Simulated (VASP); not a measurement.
**Ag under changes of volume**

One of the cells (18.517 Å³/atom); the others are scaled copies at fixed shape and fractional positions:

```
CELL_PARAMETERS angstrom
-1.66662 1.66662 1.66662
1.66662 -1.66662 1.66662
1.66662 1.66662 -1.66662
ATOMIC_POSITIONS crystal
Ag 0.00000 0.00000 0.00000
```

This isn't the form of Ag at room conditions, which is fcc.

* Program: VASP 6.6.1
* Functional: PBEsol
* Potentials or basis: VASP PAW PBE potentials, release 64 (Ag)
* Cutoff: 520 eV
* k mesh: 11 × 11 × 11
* Occupations: fermi-dirac, width 0.05 eV
* Spin: no spin polarisation

```csv
volume (Å³/atom),energy over the lowest point (meV/atom),pressure (GPa)
17.065,0.00,-2.0
17.428,?,?
17.791,17.58,-5.9
18.517,50.47,-8.7
18.880,71.37,-9.9
19.243,94.68,-10.9
```

Question: What does the run at 17.428 Å³/atom give?

Answer: Energy over the lowest point 6.59 meV/atom; pressure -4.1 GPa.

Worked out: A Birch-Murnaghan fit of order 3 (a polynomial in V^(-2/3)) to the other rows has its minimum at 16.79 Å³/atom, just outside them, with B0 = V·E''(V) = 116 GPa and B' = 5.7. It gives 6.58 meV/atom at 17.428 Å³/atom, against the run's 6.59, and -dE/dV = -3.9 GPa, against -4.1.

Energies are extrapolated to zero smearing.

Caveats: the PAW data sets were made with another functional, which shifts forces and pressure a little.
